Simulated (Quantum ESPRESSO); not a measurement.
# CuO (P-6m2) in Quantum ESPRESSO: settings compared, part 2 of 3

Quantum ESPRESSO 7.5. Earlier steps stand in the parts before.

## (3) Projected density of states, LDA+U

pw.in

```
&CONTROL
  calculation = 'scf'
  prefix = 'pwscf'
  outdir = './tmp'
  pseudo_dir = './pseudo'
  tprnfor = .true.
  tstress = .true.
  disk_io = 'low'
/
&SYSTEM
  ibrav = 0
  nat = 2
  ntyp = 2
  ecutwfc = 55
  ecutrho = 440
  nbnd = 18
  input_dft = 'pz'
  occupations = 'smearing'
  smearing = 'fd'
  degauss = 0.00367493
/
&ELECTRONS
  conv_thr = 4d-10
  electron_maxstep = 120
  mixing_beta = 0.3
/
ATOMIC_SPECIES
Cu    63.5460 Cu.paw.z_11.ld1.psl.v1.0.0-low.upf
O     15.9990 O.pbe-n-kjpaw_psl.0.1.UPF
CELL_PARAMETERS bohr
   5.3598776583    0.0000000000    0.0000000000
  -2.6799388197    4.6417902158    0.0000000000
   0.0000000000    0.0000000000    5.2309750363
ATOMIC_POSITIONS bohr
Cu     0.0000000000    0.0000000000    0.0000000000
O      2.6799388323    1.5472634053    2.6154875181
K_POINTS automatic
11 11 10 0 0 0
HUBBARD {ortho-atomic}
U Cu-3d 1.0
```

nscf.in

```
&CONTROL
  calculation = 'nscf'
  prefix = 'pwscf'
  outdir = './tmp'
  pseudo_dir = './pseudo'
  disk_io = 'low'
/
&SYSTEM
  ibrav = 0
  nat = 2
  ntyp = 2
  ecutwfc = 55
  ecutrho = 440
  nbnd = 18
  input_dft = 'pz'
  occupations = 'tetrahedra_opt'
/
&ELECTRONS
  conv_thr = 1d-08
  electron_maxstep = 120
  mixing_beta = 0.3
/
ATOMIC_SPECIES
Cu    63.5460 Cu.paw.z_11.ld1.psl.v1.0.0-low.upf
O     15.9990 O.pbe-n-kjpaw_psl.0.1.UPF
CELL_PARAMETERS bohr
   5.3598776583    0.0000000000    0.0000000000
  -2.6799388197    4.6417902158    0.0000000000
   0.0000000000    0.0000000000    5.2309750363
ATOMIC_POSITIONS bohr
Cu     0.0000000000    0.0000000000    0.0000000000
O      2.6799388323    1.5472634053    2.6154875181
K_POINTS automatic
17 17 15 0 0 0
HUBBARD {ortho-atomic}
U Cu-3d 1.0
```

projwfc.in

```
&PROJWFC
  prefix = 'pwscf'
  outdir = './tmp'
  filpdos = 'p'
  Emin = -5
  Emax = 20
  DeltaE = 0.05
/
```

Potentials or basis: SSSP 1.3 efficiency PBE.

Run with:

```sh
$ OMP_NUM_THREADS=1 pw.x -in pw.in > pw.out
$ OMP_NUM_THREADS=1 pw.x -in nscf.in > nscf.out
$ OMP_NUM_THREADS=1 projwfc.x -in projwfc.in > projwfc.out
```

pw.out:

```text
This program is part of the open-source Quantum ESPRESSO suite
     for quantum simulation of materials; please cite
         "P. Giannozzi et al., J. Phys.:Condens. Matter 21 395502 (2009);
         "P. Giannozzi et al., J. Phys.:Condens. Matter 29 465901 (2017);
         "P. Giannozzi et al., J. Chem. Phys. 152 154105 (2020);
     in publications or presentations arising from this work. More details at

     file Cu.paw.z_11.ld1.psl.v1.0.0-low.upf: wavefunction(s)  4S 3D renormalized
     file O.pbe-n-kjpaw_psl.0.1.UPF: wavefunction(s)  2P renormalized

     IMPORTANT: XC functional enforced from input :
     Exchange-correlation= PZ
                           (   1   1   0   0   0   0   0)
     Any further DFT definition will be discarded
     Please, verify this is what you really want

     Message from routine setup:
     using ibrav=0 with symmetry is DISCOURAGED, use correct ibrav instead

     G-vector sticks info
     --------------------
     sticks:   dense  smooth     PW     G-vecs:    dense   smooth      PW
     Sum         859     433    139                20213     7165    1279

     Using Slab Decomposition

     bravais-lattice index     =            0
     lattice parameter (alat)  =       5.3599  a.u.
     unit-cell volume          =     130.1437 (a.u.)^3
     number of atoms/cell      =            2
     number of atomic types    =            2
     number of electrons       =        17.00
     number of Kohn-Sham states=           18
     kinetic-energy cutoff     =      55.0000  Ry
     charge density cutoff     =     440.0000  Ry
     scf convergence threshold =      4.0E-10
     mixing beta               =       0.3000
     number of iterations used =            8  plain     mixing
     Exchange-correlation= PZ
[... 286 lines left out ...]
     Davidson diagonalization with overlap
     ethr =  4.86E-11,  avg # of iterations =  1.0

     End of self-consistent calculation

     =================== HUBBARD OCCUPATIONS ===================
     ------------------------ ATOM    1 ------------------------
     Tr[ns(  1)] =   9.44465
     eigenvalues:
       0.886  0.886  0.980  0.980  0.991
     eigenvectors (columns):
       0.000 -0.000 -0.000 -0.000  1.000
      -0.132  0.991 -0.000  0.000  0.000
       0.991  0.132  0.000 -0.000 -0.000
      -0.000  0.000  0.791 -0.612  0.000
      -0.000  0.000  0.612  0.791  0.000
     occupation matrix ns (before diag.):
       0.991  0.000 -0.000  0.000  0.000
       0.000  0.886  0.000 -0.000 -0.000
      -0.000  0.000  0.886  0.000  0.000
       0.000 -0.000  0.000  0.980 -0.000
[... 576 lines left out ...]
    -7.4308   3.7216   3.8048   5.3760   7.2058   7.8543   7.8831   8.8965
    10.0417  15.5007  17.3113  22.0366  24.3033  24.7543  34.8572  38.8611
    42.5555  43.4650

     the Fermi energy is     9.5264 ev

!    total energy              =    -248.62168011 Ry
     total all-electron energy =     -3454.348339 Ry
     estimated scf accuracy    <          1.3E-11 Ry
     smearing contrib. (-TS)   =      -0.00167109 Ry
     internal energy E=F+TS    =    -248.62000901 Ry

     The total energy is F=E-TS. E is the sum of the following terms:
     one-electron contribution =     -33.95522448 Ry
     hartree contribution      =      37.64510232 Ry
     xc contribution           =     -51.15938928 Ry
     ewald contribution        =    -107.07307456 Ry
     Hubbard energy            =       0.01841836 Ry
     one-center paw contrib.   =     -94.09584138 Ry

     convergence has been achieved in  11 iterations

     Forces acting on atoms (cartesian axes, Ry/au):

     atom    1 type  1   force =     0.00000000    0.00000000    0.00000000
     atom    2 type  2   force =     0.00000000    0.00000000    0.00000000

     Total force =     0.000000     Total SCF correction =     0.000000

     Computing stress (Cartesian axis) and pressure

          total   stress  (Ry/bohr**3)                   (kbar)     P=     -157.78
  -0.00077482   0.00000000   0.00000000         -113.98        0.00        0.00
   0.00000000  -0.00077482   0.00000000            0.00     -113.98        0.00
   0.00000000   0.00000000  -0.00166808            0.00        0.00     -245.38

=------------------------------------------------------------------------------=
   JOB DONE.
=------------------------------------------------------------------------------=
```

nscf.out:

```text
This program is part of the open-source Quantum ESPRESSO suite
     for quantum simulation of materials; please cite
         "P. Giannozzi et al., J. Phys.:Condens. Matter 21 395502 (2009);
         "P. Giannozzi et al., J. Phys.:Condens. Matter 29 465901 (2017);
         "P. Giannozzi et al., J. Chem. Phys. 152 154105 (2020);
     in publications or presentations arising from this work. More details at

[... 134 lines left out ...]

     Number of k-points >= 100: set verbosity='high' to print the bands.

     the Fermi energy is     9.5212 ev
     (compare with:     9.5264 eV, computed in scf)

=------------------------------------------------------------------------------=
   JOB DONE.
=------------------------------------------------------------------------------=
```

Wall time 62 s (1 thread of Intel Xeon Platinum 8259CL at 2.50GHz (Skylake/Cascade Lake), shared host); peak memory 0.14 GiB.

Results:

| Item | Value |
| --- | --- |
| Free energy | -3382.6703 eV |
| Pressure | -15.8 GPa |
| Band gap on the k mesh | none (metal or under the smearing width) |
| Loewdin charges | Cu +0.40; O -0.38 e |

States per cell in windows of 1 eV (zero at the Fermi level; states under -8 eV left out):
| from (eV) | total | Cu#1 d wfc3 | O#2 p wfc2 | Cu#1 p wfc2 | Cu#1 s wfc1 | O#2 s wfc1 |
| --- | --- | --- | --- | --- | --- | --- |
| -8.0 | 0.07 | 0.01 | 0.04 | 0.00 | 0.02 | 0.00 |
| -7.0 | 0.90 | 0.15 | 0.55 | 0.07 | 0.11 | 0.01 |
| -6.0 | 1.47 | 0.36 | 0.90 | 0.11 | 0.07 | 0.02 |
| -5.0 | 1.92 | 0.72 | 1.06 | 0.10 | 0.02 | 0.01 |
| -4.0 | 1.67 | 0.88 | 0.75 | 0.04 | 0.00 | 0.00 |
| -3.0 | 2.67 | 2.49 | 0.12 | 0.05 | 0.01 | 0.00 |
| -2.0 | 4.28 | 3.73 | 0.40 | 0.05 | 0.03 | 0.07 |
| -1.0 | 2.12 | 1.19 | 0.85 | 0.04 | 0.02 | 0.02 |
| 0.0 | 0.90 | 0.43 | 0.46 | 0.01 | 0.00 | 0.00 |
| 1.0 | 0.01 | 0.00 | 0.00 | 0.00 | 0.00 | 0.00 |
| 2.0 | 0.05 | 0.00 | 0.01 | 0.01 | 0.01 | 0.01 |
| 3.0 | 0.10 | 0.00 | 0.03 | 0.03 | 0.02 | 0.03 |
| 4.0 | 0.18 | 0.00 | 0.05 | 0.05 | 0.03 | 0.04 |
| 5.0 | 0.56 | 0.02 | 0.10 | 0.19 | 0.18 | 0.05 |
| 6.0 | 0.89 | 0.02 | 0.18 | 0.33 | 0.29 | 0.05 |
| 7.0 | 0.19 | 0.00 | 0.03 | 0.10 | 0.04 | 0.01 |

Eigenvalues of the final occupation matrices:
```tsv
site	spin	trace	eigenvalues
Cu 1 3d	each	4.72	0.89 0.89 0.98 0.98 0.99
```

Caveat: the potentials were made for another functional, which shifts forces and pressure; an odd number of electrons without spin polarisation forces a metal; a magnetic or distorted state may lie lower; the run has no spin polarisation, though such a crystal can be magnetic; U without spin polarisation on a metal has little footing.

## (4) Projected density of states, LDA+U

pw.in, as its differences from that of step 3:

```diff
@@ -39,2 +39,2 @@
 HUBBARD {ortho-atomic}
-U Cu-3d 1.0
+U Cu-3d 2.0
```

pp_density.in

```
&INPUTPP
  prefix = 'pwscf'
  outdir = './tmp'
  filplot = 'density.dat'
  plot_num = 0
/
&PLOT
  nfile = 1
  filepp(1) = 'density.dat'
  iflag = 3
  output_format = 6
  fileout = 'density.cube'
/
```

pp_potential.in

```
&INPUTPP
  prefix = 'pwscf'
  outdir = './tmp'
  filplot = 'potential.dat'
  plot_num = 11
/
&PLOT
  nfile = 1
  filepp(1) = 'potential.dat'
  iflag = 3
  output_format = 6
  fileout = 'potential.cube'
/
```

nscf.in, as its differences from that of step 3:

```diff
@@ -35,2 +35,2 @@
 HUBBARD {ortho-atomic}
-U Cu-3d 1.0
+U Cu-3d 2.0
```

projwfc.in

```
&PROJWFC
  prefix = 'pwscf'
  outdir = './tmp'
  filpdos = 'p'
  Emin = -6
  Emax = 19
  DeltaE = 0.05
/
```

Run with:

```sh
$ OMP_NUM_THREADS=1 pw.x -in pw.in > pw.out
$ OMP_NUM_THREADS=1 pp.x -in pp_density.in > pp_density.out
$ OMP_NUM_THREADS=1 pp.x -in pp_potential.in > pp_potential.out
$ OMP_NUM_THREADS=1 pw.x -in nscf.in > nscf.out
$ OMP_NUM_THREADS=1 projwfc.x -in projwfc.in > projwfc.out
```

Run time: 65 s. Hardware: 1 thread of Intel Xeon Platinum 8259CL at 2.50GHz (Skylake/Cascade Lake), shared host; peak memory 0.14 GiB.

The run converged. Its results:

```yaml
Free_energy: -3382.4249 eV
Pressure: -15.0 GPa
Band_gap_on_the_k_mesh: none (metal or under the smearing width)
Loewdin_charges: Cu +0.39; O -0.37 e
```

Stress tensor (GPa, compression positive):
```
-10.59   0.00   0.00
  0.00 -10.59   0.00
  0.00   0.00 -23.73
```

Levels at points of the mesh, in eV from the Fermi level:
| k point | band 6 | band 7 | band 8 | band 9 | band 10 | band 11 | band 12 | band 13 |
| --- | --- | --- | --- | --- | --- | --- | --- | --- |
| (0.00, 0.00, 0.00) | -1.95 | -1.95 | -0.15 | -0.15 | 1.33 | 15.36 | 16.75 | 16.75 |
| (0.00, 0.00, -0.50) | -2.60 | -1.81 | -0.13 | -0.13 | 7.29 | 7.80 | 21.05 | 21.05 |

States per cell in windows of 1 eV (zero at the Fermi level; states under -8 eV left out):
```csv
from (eV),total,Cu#1 d wfc3,O#2 p wfc2,Cu#1 p wfc2,Cu#1 s wfc1,O#2 s wfc1
-8.0,0.05,0.01,0.03,0.00,0.01,0.00
-7.0,0.73,0.13,0.44,0.06,0.09,0.01
-6.0,1.55,0.41,0.92,0.11,0.08,0.02
-5.0,1.89,0.73,1.02,0.10,0.03,0.01
-4.0,1.89,1.08,0.75,0.04,0.01,0.00
-3.0,3.01,2.79,0.14,0.05,0.02,0.00
-2.0,3.95,3.35,0.44,0.05,0.04,0.07
-1.0,2.04,1.09,0.86,0.04,0.02,0.02
0.0,1.11,0.51,0.58,0.01,0.00,0.00
1.0,0.01,0.00,0.00,0.00,0.00,0.00
2.0,0.04,0.00,0.01,0.01,0.01,0.01
3.0,0.09,0.00,0.02,0.02,0.02,0.02
4.0,0.16,0.00,0.05,0.05,0.03,0.04
5.0,0.42,0.01,0.09,0.14,0.12,0.05
6.0,0.98,0.03,0.19,0.35,0.33,0.05
7.0,0.25,0.01,0.04,0.13,0.05,0.01
```

Eigenvalues of the final occupation matrices:
```csv
site,spin,trace,eigenvalues
Cu 1 3d,each,4.73,0.89 0.89 0.98 0.98 0.99
```

Caveat: the potentials were made for another functional, which shifts forces and pressure; an odd number of electrons without spin polarisation forces a metal; a magnetic or distorted state may lie lower; the run has no spin polarisation, though such a crystal can be magnetic; U without spin polarisation on a metal has little footing.

(Continued in part 3 of 3.)
